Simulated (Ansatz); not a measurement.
# ZrSi2: enthalpy against pressure

ZrSi2, Cmcm, a = 3.674 Å, b = 14.566 Å, c = 3.657 Å. The structure is a COD entry; whether it is the stable form wasn't checked. Ansatz: PBEsol, PAW, 420 eV, Γ-centred 10×10×10 mesh on 6 atoms, Gaussian smearing 0.10 eV; no spin polarisation. Cell and atoms are relaxed at each pressure, and no other structure is tried, so the rows at high pressure may lie past a change of phase. y is the enthalpy over the state at zero pressure; there V0 = 16.309 Å³/atom. The pressures are the targets, met within 0.03 GPa.

| P (GPa) | y (eV/atom) |
| --- | --- |
| -1.0 | -0.1022 |
| 0.0 | 0.0000 |
| 1.0 | 0.1014 |
| 4.0 | 0.4013 |
| 12.0 | ? |
| 25.0 | 2.3569 |
| 50.0 | 4.4574 |
| 90.0 | 7.4901 |

Q: Fit y = c1 P + c2 P² + c3 P³ to the other rows, say what c1 and c2 mean, and predict the missing value.

A: Least squares on the rows shown. y = 0.10068 P − 0.00027695 P² + 9.2226×10⁻⁷ P³. Since dH/dP = V, c1 is V0: 0.10068 eV/GPa × 160.2 = 16.129 Å³ against 16.309; c2 = −V0/(2B0) gives B0 = 182 GPa, where a Birch–Murnaghan fit to the volumes of the same runs (not shown) gives 133 GPa: a cubic over this range folds the higher terms into c2. At P = 12.0 the fit asked for gives 1.1699 eV/atom. The run gave 1.1729 eV/atom, so the fit is 0.0030 eV/atom too low, within twice the rms miss on the fitted rows (0.0015 eV/atom).

The mesh isn't the same in all rows (10×10×10, 12×12×10).